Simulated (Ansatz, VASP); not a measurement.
# One calculation of Te, two programs

The input INCAR:

```
SYSTEM = Te
ALGO = Normal
EDIFF = 1E-6
ENCUT = 520
GGA = PE
ISIF = 2
ISMEAR = 0
LASPH = .TRUE.
LCHARG = .FALSE.
LREAL = .FALSE.
LWAVE = .FALSE.
NBANDS = 41
NELM = 80
PREC = Accurate
SIGMA = 0.1
```

File KPOINTS:

```
k-points
0
G
  4 4 4
  0 0 0
```

The input POSCAR:

```
Te
1.0
    6.4112421600      0.0000000000      0.0000000000
    0.0000000000      6.4112421600      0.0000000000
    0.0000000000      0.0000000000      5.7851451900
Te
10
Direct
    0.3048124700      0.0799248400      0.0000000000
    0.6951875300      0.9200751600      0.0000000000
    0.9200751600      0.3048124700      0.0000000000
    0.0799248400      0.6951875300      0.0000000000
    0.3048124700      0.9200751600      0.5000000000
    0.6951875300      0.0799248400      0.5000000000
    0.9200751600      0.6951875300      0.5000000000
    0.0799248400      0.3048124700      0.5000000000
    0.5000000000      0.5000000000      0.5000000000
    0.5000000000      0.5000000000      0.0000000000
```

Input for Ansatz:

```yaml
crystal:
  lattice:
    - [6.41124216, 0.0, 0.0]
    - [0.0, 6.41124216, 0.0]
    - [0.0, 0.0, 5.78514519]
  atoms:
    - { symbol: Te, position: [0.30481247, 0.07992484, 0.0] }
    - { symbol: Te, position: [0.69518753, 0.92007516, 0.0] }
    - { symbol: Te, position: [0.92007516, 0.30481247, 0.0] }
    - { symbol: Te, position: [0.07992484, 0.69518753, 0.0] }
    - { symbol: Te, position: [0.30481247, 0.92007516, 0.5] }
    - { symbol: Te, position: [0.69518753, 0.07992484, 0.5] }
    - { symbol: Te, position: [0.92007516, 0.69518753, 0.5] }
    - { symbol: Te, position: [0.07992484, 0.30481247, 0.5] }
    - { symbol: Te, position: [0.5, 0.5, 0.5] }
    - { symbol: Te, position: [0.5, 0.5, 0.0] }
basis:
  ecutwfc: 420
kpoints:
  mp_grid: { grid: [4, 4, 4] }
hamiltonian:
  xc: pbe
scf:
  occupations: { method: gaussian, width: 0.1 }
  lower_state_search: "off"
output:
  forces: true
  stress: true
  eigenvalues: true
```

Alike in both runs: task single point; functional PBE; k mesh 4 × 4 × 4; occupations gaussian, width 0.1 eV; no spin polarisation.

|  | VASP | Ansatz |
| --- | --- | --- |
| version | VASP 6.6.1 | Ansatz 0.2.0 |
| potentials or method | VASP PAW PBE potentials, release 64 (Te) | scalar-relativistic, plane waves, PAW |
| plane-wave cutoff (eV) | 520 | 420 |
| valence electrons in the cell | 60 | 160 |

Ansatz gave:

- gap on the k mesh at the Fermi level (eV): none
- rms of the force components (eV/Å): 0.595

Question: What did VASP give for the same quantities?

Answer: gap on the k mesh at the Fermi level (eV): none; rms of the force components (eV/Å): 0.604.

Atom by atom the forces differ by 0.010 eV/Å (rms over components). A gap of «none» marks a metal or a gap that the smearing closes. The two sets of potentials don't hold the same shells in valence.

Caveats: forces of over 1 eV/Å show positions far from the minimum, so gaps and moduli don't describe the material at rest. The runs have no spin-orbit coupling, so splittings on Te are missing.
